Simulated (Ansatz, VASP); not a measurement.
Al3Au in VASP and in Ansatz

The input INCAR:

```
SYSTEM = Al3Au
PREC = Accurate
ENCUT = 520
EDIFF = 1E-7
ISMEAR = -1
SIGMA = 0.05
LREAL = .FALSE.
LASPH = .TRUE.
NELM = 80
ALGO = Normal
ISIF = 2
LWAVE = .FALSE.
LCHARG = .FALSE.
GGA = PE
NBANDS = 18
```

Contents of KPOINTS:

```
regular mesh
0
G
  9 9 9
  0 0 0
```

The input POSCAR:

```
Al3Au
1.0
   -2.0387461922      2.0387461922      4.0834656836
    2.0387461922     -2.0387461922      4.0834656836
    2.0387461922      2.0387461922     -4.0834656836
Au Al
1 3
Direct
    0.0000000000      0.0000000000      0.0000000000
    0.5000000000      0.5000000000      0.0000000000
    0.2500000000      0.7500000000      0.5000000000
    0.7500000000      0.2500000000      0.5000000000
```

File input.yaml:

```yaml
crystal:
  lattice:
    - [-2.0387461922, 2.0387461922, 4.0834656836]
    - [2.0387461922, -2.0387461922, 4.0834656836]
    - [2.0387461922, 2.0387461922, -4.0834656836]
  atoms:
    - { symbol: Au, position: [0.0, 0.0, 0.0] }
    - { symbol: Al, position: [0.5, 0.5, 0.0] }
    - { symbol: Al, position: [0.25, 0.75, 0.5] }
    - { symbol: Al, position: [0.75, 0.25, 0.5] }
hamiltonian:
  xc: pbe
  pseudopotentials: { kind: paw }
kpoints:
  mp_grid: { grid: [9, 9, 9] }
scf:
  occupations: { method: fermi_dirac, width: 0.05 }
output:
  forces: true
  stress: true
  eigenvalues: true
```

Change from the starting cell: volume scaled by 1.02.

Alike in both runs: task single point; functional PBE; k mesh 9 × 9 × 9; occupations fermi-dirac, width 0.05 eV; no spin polarisation.

|  | VASP | Ansatz |
| --- | --- | --- |
| version | VASP 6.6.1 | Ansatz 0.2.0 |
| potentials or method | VASP PAW PBE potentials, release 64 (Au, Al) | Ansatz PAW |
| plane-wave cutoff (eV) | 520 | 420 |
| valence electrons in the cell | 20 | 28 |

```csv
,VASP,Ansatz,Ansatz less VASP
gap on the k mesh at the Fermi level (eV),none,none,-
pressure (GPa),-1.5,-1.4,+0.11
largest component of the traceless stress (GPa),0.24,0.25,+0.012
```

A gap of «none» marks a metal or a gap that the smearing closes. The two sets of potentials don't hold the same shells in valence.

The runs have no spin-orbit coupling, so splittings on Au are missing.
